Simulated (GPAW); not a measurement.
Wanted: an ASE script for a GPAW 26.7.0 run.

| Item | Value |
| --- | --- |
| Task | band structure |
| Functional | PBE |
| Potentials or basis | GPAW PAW data sets (gpaw-data 1.2.1) |
| Cutoff | 600 eV |
| Basis | pw |
| k mesh | 8 × 8 × 5 |
| Occupations | fermi-dirac, width 0.05 eV |
| Spin | spin-orbit coupling, no magnetisation |
| Maxiter | 150 |
| Band path | GMKGALHA,LM,KH |
| Band points | 60 |
| spin axis theta (degrees) | 0 |
| spin axis phi (degrees) | 0 |

The structure of Ru lies in POSCAR:

```
Ru
1.0
    2.7058000000      0.0000000000      0.0000000000
   -1.3529000000      2.3432915376      0.0000000000
    0.0000000000      0.0000000000      4.2819000000
Ru
2
Direct
    0.6666666667      0.3333333333      0.7500000000
    0.3333333333      0.6666666667      0.2500000000
```

These files were run (other wordings do the same):

run.py

```python
import numpy as np
from ase.dft.bandgap import bandgap
from ase.io import read, write
from ase.units import GPa
from gpaw import GPAW, PW
from gpaw.spinorbit import soc_eigenstates

atoms = read('POSCAR')

calc = GPAW(mode=PW(600),
            xc='PBE',
            kpts={'size': (8, 8, 5), 'gamma': True},
            occupations={'name': 'fermi-dirac', 'width': 0.05},
            nbands=29,
            convergence={'density': 1e-05, 'energy': 1e-05},
            maxiter=150,
            txt='gpaw.txt')
atoms.calc = calc
energy = atoms.get_potential_energy()
forces = atoms.get_forces()
stress = atoms.get_stress()
calc.write('gs.gpw')
write('result.traj', atoms)
print(f'Energy: {energy:.6f} eV')
print('Forces (eV/A):')
print(forces.round(4))
print('Stress (GPa):', (stress / GPa).round(3))
print('Fermi level:', round(calc.get_fermi_level(), 4), 'eV')
print(f'Gap: {bandgap(calc)[0]:.4f} eV, direct: {bandgap(calc, direct=True)[0]:.4f} eV')

path = atoms.cell.bandpath('GMKGALHA,LM,KH', npoints=60, eps=1e-4)
bs_calc = calc.fixed_density(kpts=path, symmetry='off', nbands=40,
                             convergence={'bands': 'CBM+6.0', 'eigenstates': 1e-6}, txt='bands.txt')
bs = bs_calc.band_structure()
bs.write('bs.json')
print(f'Gap on the path: {bandgap(bs_calc)[0]:.4f} eV')

soc = soc_eigenstates(bs_calc, theta=0, phi=0)
np.savetxt('soc_bands.dat', soc.eigenvalues(), fmt='%.4f')
mesh = soc_eigenstates('gs.gpw', theta=0, phi=0)
np.savetxt('soc_mesh.dat', mesh.eigenvalues(), fmt='%.4f')
print('Fermi level with spin-orbit coupling:', round(mesh.fermi_level, 4), 'eV')
```

Potentials or basis: GPAW PAW data sets (gpaw-data 1.2.1), pw.

Command:

```console
$ OMP_NUM_THREADS=1 python run.py
```

Results of the run:

```yaml
Pressure: 3.2 GPa
Band_gap_along_the_path: none (metal or under the smearing width)
```

Caveat: spin-orbit coupling was added after a scalar SCF, so levels and gaps hold it while energy, forces, pressure and moments don't; this program's spin-orbit splittings come out too wide for heavy elements.

It took 26 s on 1 thread of Arm Neoverse V2, with other jobs on the host, peak memory 0.26 GiB.
